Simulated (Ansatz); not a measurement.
## TiPbO3: reading a single point

```yaml
crystal:
  lattice:
    - [3.94960, 3.94960, 0.00000]
    - [3.94960, -3.94960, 0.00000]
    - [0.00000, 0.00000, 4.22947]
  atoms:
    - { symbol: Pb, position: [0.00000, 0.00000, 0.00000] }
    - { symbol: Pb, position: [0.50000, 0.50000, 0.00000] }
    - { symbol: Ti, position: [0.00000, 0.50000, 0.54000] }
    - { symbol: Ti, position: [0.50000, 0.00000, 0.54000] }
    - { symbol: O, position: [0.00000, 0.50000, 0.11800] }
    - { symbol: O, position: [0.50000, 0.00000, 0.11800] }
    - { symbol: O, position: [0.25000, 0.25000, 0.62100] }
    - { symbol: O, position: [0.75000, 0.75000, 0.62100] }
    - { symbol: O, position: [0.25000, 0.75000, 0.62100] }
    - { symbol: O, position: [0.75000, 0.25000, 0.62100] }
```

Single point in Ansatz 0.2.0 with r2SCAN, collinear spin. Cutoff 500 eV, PAW datasets, 4×4×6 Γ-centred k mesh, fermi-dirac filling (width 0.1 eV).

The state carries no moments; the state need not be the lowest.

Task: Where is the largest force?

Result: The largest is on O5 (and as large on other atoms): 0.54 eV/Å, components (0.00, 0.00, 0.54). It makes 0° with the line to a nearest neighbour, Ti3 at 1.78 Å, pointing towards it.

Task: Metal or insulator? Give the gap.

Result: The gap is 2.11 eV, indirect or between spins (the least direct gap found is 2.55 eV). A semilocal functional usually gives too small a gap.

Task: What is the formation energy?

Result: -2.54 eV an atom against the elements' usual phases (free molecules for gases, crystals otherwise, with no correction for O₂ or N₂), so it is bound against them; other compounds may still compete. Relaxing would lower it.

Task: Describe some of the short contacts.

Result: Ti–O at 1.78 Å: least valence density 1.14 e/Å³ and ELF 0.29 there. Pb–O at 2.54 Å: least valence density 0.27 e/Å³ and ELF 0.14 there, a closed-shell (ionic or weak) contact. These are pseudo-fields; inside the PAW spheres they differ from the all-electron ones.

Task: Which orbitals make up the band edges?

Result: Within 0.7 eV of the edges, the states project mainly on O p (79 %) and Pb s (15 %) below the gap and on Ti d (91 %) above it.

Origin: a database entry at a rescaled volume. Caveats: the input typed no starting moments; no spin-orbit coupling, which can shift this gap by tenths of an eV.
